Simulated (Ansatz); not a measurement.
## P under changes of volume

One of the cells (20.458 Å³/atom); the others are scaled copies at fixed shape and fractional positions:

```xyz
4
Lattice="1.6477 -5.4650 0.0000 1.6477 5.4650 0.0000 0.0000 0.0000 4.5436" Properties=species:S:1:pos:R:3 pbc="T T T"
P     1.6477   -4.4173    2.6754
P     1.6477    4.4173    1.8683
P     1.6477   -1.0477    0.4035
P     1.6477    1.0477    4.1401
```

| Property | Result |
| --- | --- |
| Program | Ansatz 0.2.0 |
| Functional | PBEsol |
| Potentials or basis | all-electron LAPW, scalar-relativistic |
| Cutoff | 247 eV (chosen from the basis error) |
| Basis error allowed | 0.001 eV/atom |
| k mesh | 8 × 8 × 6 |
| Occupations | fermi-dirac, width 0.05 eV |
| Spin | no spin polarisation |

| volume (Å³/atom) | energy over the lowest point (meV/atom) | pressure (GPa) | gap on the mesh (eV) | largest force (eV/Å) |
| --- | --- | --- | --- | --- |
| 19.230 | ? | ? | ? | ? |
| 19.639 | 5.13 | 2.7 | 0.04 | 0.654 |
| 20.049 | 0.46 | 1.0 | 0.02 | 0.464 |
| 20.458 | 0.00 | -0.6 | 0.01 | 0.294 |
| 20.867 | 3.32 | -2.0 | 0.04 | 0.162 |
| 21.276 | 10.02 | -3.2 | 0.08 | 0.147 |
| 21.685 | 19.77 | -4.4 | 0.12 | 0.249 |

What does the run at 19.230 Å³/atom give?

Energy over the lowest point 14.48 meV/atom; pressure 4.7 GPa; gap on the mesh 0.05 eV; largest force 0.862 eV/Å.

Worked out: A Birch-Murnaghan fit of order 3 (a polynomial in V^(-2/3)) to the other rows has its minimum at 20.30 Å³/atom with B0 = V·E''(V) = 76 GPa and B' = 4.3 at fixed shape and positions, which overstates the stiffness. It gives 14.47 meV/atom at 19.230 Å³/atom, against the run's 14.48, and -dE/dV = 4.6 GPa, against 4.7.

Energies are extrapolated to zero smearing.

A mesh can miss the band edges.
